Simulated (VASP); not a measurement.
Write the native input for VASP 6.6.1 that does the following.

- Task: single point
- Functional: PBE
- Potentials or basis: VASP PAW PBE potentials, release 64 (Pb_d, S)
- Cutoff: 520 eV
- k mesh: 3 × 3 × 2
- Occupations: methfessel-paxton, width 0.02 eV
- Spin: no spin polarisation
- Dipole correction: no
- Further INCAR settings: ALGO = Normal; EDIFF = 1e-06; NBANDS = 17

The structure of PbS lies in POSCAR:

```
PbS
1.0
    4.0896976867      0.0000000000      0.0000000000
   -2.0448488433      3.5417820905      0.0000000000
    0.0000000000      0.0000000000      3.7881670000
Pb S
1 1
Direct
    0.0000000000      0.0000000000      0.0000000000
    0.6666666667      0.3333333333      0.5000000000
```

Measurements of this composition are mostly on another form, of space group No. 225.

One way to write it, as run:

INCAR

```
SYSTEM = PbS
PREC = Accurate ; ENCUT = 520
EDIFF = 1E-6 ; ISMEAR = 1
SIGMA = 0.02 ; LREAL = .FALSE.
LASPH = .TRUE. ; NELM = 100
ALGO = Normal ; ISIF = 2
LWAVE = .FALSE. ; LCHARG = .FALSE.
GGA = PE ; NBANDS = 17
```

KPOINTS

```
regular mesh
0
G
  3 3 2
  0 0 0
```

Potentials or basis: VASP PAW PBE potentials, release 64 (Pb_d, S).

Launch:

```bash
$ cat potpaw_PBE.64/Pb_d/POTCAR potpaw_PBE.64/S/POTCAR > POTCAR
$ mpirun -np 1 vasp_std > vasp.out
```

It gave:

| Item | Value |
| --- | --- |
| Pressure | -2.8 GPa |
| Band gap on the k mesh | none (metal or under the smearing width) |

Caveat: the k mesh is coarse (spacing up to 0.83 Å⁻¹), so the values aren't converged.

Wall time 6.5 s on 1 thread of Intel(R) Xeon(R) Platinum 8488C (Sapphire Rapids) (shared host), peak memory 0.15 GiB.
